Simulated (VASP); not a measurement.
GaP (CsCl), PBE relaxation of cell and atoms: Ansatz's output and VASP's

Start cell

```
CELL_PARAMETERS angstrom
2.94339 0.00000 0.00000
0.00000 2.94339 0.00000
0.00000 0.00000 2.94339
ATOMIC_POSITIONS crystal
Ga 0.00000 0.00000 0.00000
P 0.50000 0.50000 0.50000
```

Ansatz printed

```
basis re-selected at this cell: Δ(F+E_penalty+E_count) = -4.773e-5 eV, ΔP = -0.002 GPa vs the last step (what re-selecting the basis moved, of the pressure what is left beyond the Pulay correction that the steps carried, after the strain that the cell walked since its last selection, with what the two solves' SCF thresholds leave and, on support functions, any second-order correction that the steps lacked; it is no measure of the basis error at this ecutwfc). This SCF's stress stands 3.63e-2 GPa from its target on what of the cell is left free (relax.cell.stress_tol is 5.00e-2 GPa) and its largest allowed force component is 5.42e-31 eV/Å (relax.f_tol is 5.00e-3 eV/Å): within both
SCF converged after 5 iterations
Free energy (F): -4538.054906 eV
Harris-Foulkes:  -4538.054906 eV  (|F-HF|=3.64e-12)
Internal energy: -4538.053022 eV  (E = F + TS)
E sigma→0 (E₀):  -4538.053964 eV
Entropy (-TS):   -0.001884 eV (-0.942 meV/atom)
Fermi energy:    10.392105 eV
--- Per-component energies (eV) ---
  E_band       = -6.109224
  E_kinetic    = 183.697265
  E_local      = -1932.500852  (includes V_loc(G=0)·N_el)
  E_nonlocal   = 457.813332
  E_hartree    = 909.903748
  E_xc         = -130.056815
  E_vxc        = -118.042016  (∫ρ·V_xc dr)
  E_paw        = -2556.986847  (= ΣΔE_a)
  E_vpaw       = -416.884335  (= ΣTr[D̂ρ^β])
  E_aug_tail   = -0.000112  (compensation charges beyond the density's cutoff)
  E_ewald      = -1469.922742
  E_smearing   = -0.001884  (= −TS)
  E_closure    = -0.000000  (closes the sum)
  Σ components = -4538.054906   (vs F -4538.054906, Δ=0.00e0)
--- Forces (eV/Å), atoms counted from 1 ---
  atom   1  Ga     0.00000000    -0.00000000    -0.00000000
  atom   2  P     -0.00000000    -0.00000000     0.00000000
  max |Σ_I F_I| component: 1.97e-30 eV/Å
--- Stress (GPa, compression-positive) ---
        0.036326      -0.000000       0.000000
       -0.000000       0.036326       0.000000
        0.000000       0.000000       0.036326
  P = ⅓ Tr σ = 0.0363 GPa (0.363 kbar)
--- Relaxed structure (6 steps of the walk, 6 accepted, 2 SCFs on fresh bases) ---
  F+E_penalty+E_count = -4538.05490580 eV   max|allowed force component| = 5.423e-31 eV/Å   (the final SCF, on the basis selected at the relaxed cell)
  cell:  # Å, volume = 32.9749 Å³
    - [3.2067216877742806, -1.2358050476484766e-33, -5.135813185032629e-34]
    - [3.049389078613123e-34, 3.2067216877742806, 5.135813185032629e-34]
    - [-5.135813185032629e-34, 5.135813185032629e-34, 3.2067216877742806]
  atoms:
    - { symbol: Ga, position: [5.4526903501083886e-36, -8.717331416891856e-50, -8.179035525162397e-36] }
    - { symbol: P, position: [0.49999999999999994, 0.49999999999999994, 0.49999999999999994] }
```

Datasets and cutoffs are each program's own. VASP's cell holds 18 valence electrons and Ansatz's 18.

What does VASP give for the same cell and level of theory?

relaxed cell vector lengths 3.208, 3.208, 3.208 Å; relaxed cell volume 33.02 Å³.

From OUTCAR

```
k-points           NKPTS =     35   k-points in BZ     NKDIM =     35   number of bands    NBANDS=     16

   NELECT =      18.0000    total number of electrons

   dimension x,y,z NGX =    28 NGY =   28 NGZ =   28
   dimension x,y,z NGXF=    56 NGYF=   56 NGZF=   56

  energy-cutoff  :      600.00
  volume of cell :       33.02
      direct lattice vectors                 reciprocal lattice vectors
     3.208169297  0.000000000  0.000000000     0.311704249  0.000000000  0.000000000
     0.000000000  3.208169297  0.000000000     0.000000000  0.311704249  0.000000000
     0.000000000  0.000000000  3.208169297     0.000000000  0.000000000  0.311704249

 k-points in reciprocal lattice and weights: KPOINTS created by Atomic Simulation Env
   0.00000000  0.00000000  0.00000000       0.002
   0.12500000  0.00000000  0.00000000       0.012
   0.25000000  0.00000000  0.00000000       0.012
   0.37500000  0.00000000  0.00000000       0.012
   0.50000000  0.00000000  0.00000000       0.006
   0.12500000  0.12500000  0.00000000       0.023
   0.25000000  0.12500000  0.00000000       0.047
   0.37500000  0.12500000  0.00000000       0.047
   ...

 E-fermi :   7.3855

 k-point     1 :       0.0000    0.0000    0.0000
  band No.  band energies     occupation
      1      -7.6223      2.00000
      2      -7.6223      2.00000
      3      -7.4771      2.00000
      4      -7.4771      2.00000
      5      -7.4771      2.00000
      6      -6.4601      2.00000
      7       6.2036      2.00000
      8       6.4786      2.00000
      9       6.4786      2.00000
     10       6.4786      2.00000
     11      11.6726      0.00000
     12      11.6726      0.00000
     13      17.9101      0.00000
     14      17.9101      0.00000
     15      17.9101      0.00000
     16      21.1805      0.00000

 k-point     2 :       0.1250    0.0000    0.0000
  band No.  band energies     occupation
      1      -7.6200      2.00000
      2      -7.6056      2.00000
      3      -7.4857      2.00000
      4      -7.4857      2.00000
      5      -7.4762      2.00000
      6      -6.2541      2.00000
      7       4.1078      2.00000
      8       6.6730      2.00000
      9       6.6730      2.00000
     10       7.6534      0.00000
     11      11.8579      0.00000
     12      13.0253      0.00000
     13      16.7687      0.00000
     14      16.7687      0.00000
     15      17.1158      0.00000
     16      21.2978      0.00000

 k-point     3 :       0.2500    0.0000    0.0000
  band No.  band energies     occupation
      1      -7.6146      2.00000
      2      -7.5673      2.00000
      3      -7.5064      2.00000
      4      -7.5064      2.00000
      5      -7.4739      2.00000
      6      -5.6486      2.00000
      7       1.6930      2.00000
      8       7.2251      1.99934
      9       7.2251      1.99934
     10       8.5184      0.00000
     11      12.3969      0.00000
     12      14.2127      0.00000
     13      14.7737      0.00000
     14      14.7737      0.00000
     15      17.2915      0.00000
     16      19.9637      0.00000

 k-point     4 :       0.3750    0.0000    0.0000
  band No.  band energies     occupation
      1      -7.6092      2.00000
      2      -7.5305      2.00000
      3      -7.5270      2.00000
      4      -7.5270      2.00000
      5      -7.4716      2.00000
      6      -4.7305      2.00000
      7      -0.3891      2.00000
      8       7.9930      0.00000
      9       7.9930      0.00000
     10       9.5628      0.00000
     11      12.6314      0.00000
     12      13.0040      0.00000
     13      13.0040      0.00000
     14      13.1889      0.00000
     15      17.8745      0.00000
     16      20.7739      0.00000

 k-point     5 :       0.5000    0.0000    0.0000
  band No.  band energies     occupation
      1      -7.6070      2.00000
      2      -7.5354      2.00000
      3      -7.5354      2.00000
      4      -7.5155      2.00000
      5      -7.4707      2.00000
      6      -4.0627      2.00000
      7      -1.4535      2.00000
      8       8.4587      0.00000
      9       8.4587      0.00000
     10      10.7467      0.00000
     11      11.1540      0.00000
     12      12.1906      0.00000
     13      12.1906      0.00000
     14      13.7154      0.00000
     15      16.9140      0.00000
     16      22.1696      0.00000

 k-point     6 :       0.1250    0.1250    0.0000
  band No.  band energies     occupation
      1      -7.6109      2.00000
      2      -7.5951      2.00000
      3      -7.4992      2.00000
      4      -7.4858      2.00000
      5      -7.4835      2.00000
      6      -6.0442      2.00000
      7       3.8305      2.00000
      8       5.1797      2.00000
      9       6.8617      2.00000
     10       8.7909      0.00000
     11      12.6941      0.00000
     12      13.5781      0.00000
     13      15.0082      0.00000
     14      16.2695      0.00000
     15      17.5990      0.00000
     16      19.9707      0.00000

 ...

  Total       -0.0062167     -0.0062167     -0.0062167      0.0000000      0.0000000     -0.0000000
  in kB       -0.3016454     -0.3016454     -0.3016454      0.0000000      0.0000000     -0.0000000
  external PRESSURE =      -0.3016454 kB  Pullay stress =       0.0000000 kB

 POSITION                                       TOTAL-FORCE (eV/Angst)
 -----------------------------------------------------------------------------------
      0.00000      0.00000      0.00000         0.000000      0.000000      0.000000
      1.60408      1.60408      1.60408         0.000000      0.000000      0.000000
 -----------------------------------------------------------------------------------
    total drift:                               -0.000000      0.000000     -0.000000

  FREE ENERGIE OF THE ION-ELECTRON SYSTEM (eV)
  ---------------------------------------------------
  free  energy   TOTEN  =        -7.6269906662 eV

  energy  without entropy=       -7.6251106012  energy(sigma->0) =       -7.62605063
```
